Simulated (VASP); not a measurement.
**From VASP inputs to Ansatz: LiH (rocksalt)**

INCAR

```
LCHARG = .FALSE.
ISIF = 3
ISMEAR = -1
LASPH = .TRUE.
EDIFF = 1E-7
EDIFFG = -5E-3
ENCUT = 600
LWAVE = .FALSE.
IBRION = 2
PREC = Accurate
SIGMA = 0.02
NBANDS = 9
NSW = 40
LREAL = .FALSE.
NELM = 120
GGA = PS
```

KPOINTS

```
KPOINTS created by Atomic Simulation Environment
0
Gamma
10 10 10
0 0 0
```

POSCAR

```
Li H
 1.0000000000000000
    -0.0000000000000000    2.0029948450773136    2.0029948450773136
     2.0029948450773136    0.0000000000000000    2.0029948450773136
     2.0029948450773136    2.0029948450773136    0.0000000000000000
 Li  H
   1   1
Cartesian
 -0.0000000000000000  0.0000000000000000  0.0000000000000000
  2.0029948450773136  2.0029948450773136  2.0029948450773136
```

VASP ran with the recommended PBE PAW datasets (4 valence electrons in the cell).

Task: Translate these files to an Ansatz input.

Result: 

```yaml
crystal:
  lattice:
    - [0.0, 2.0029948451, 2.0029948451]
    - [2.0029948451, 0.0, 2.0029948451]
    - [2.0029948451, 2.0029948451, 0.0]
  atoms:
    - { symbol: Li, position: [0.0, 0.0, 0.0] }
    - { symbol: H, position: [0.5, 0.5, 0.5] }
kpoints:
  mp_grid: { grid: [10, 10, 10] }
hamiltonian:
  xc: pbesol
scf:
  occupations: { method: fermi_dirac, width: 0.02 }
relax:
  f_tol: 0.005
  cell: {}
```

Other inputs would serve too.

```
                                              VASP                 Ansatz
relaxed cell vector lengths  2.810, 2.810, 2.810 Å  2.814, 2.814, 2.814 Å
        relaxed cell volume               15.69 Å³               15.76 Å³
```

The two codes use different PAW datasets and cutoffs. VASP's cell holds 4 valence electrons and Ansatz's 4.
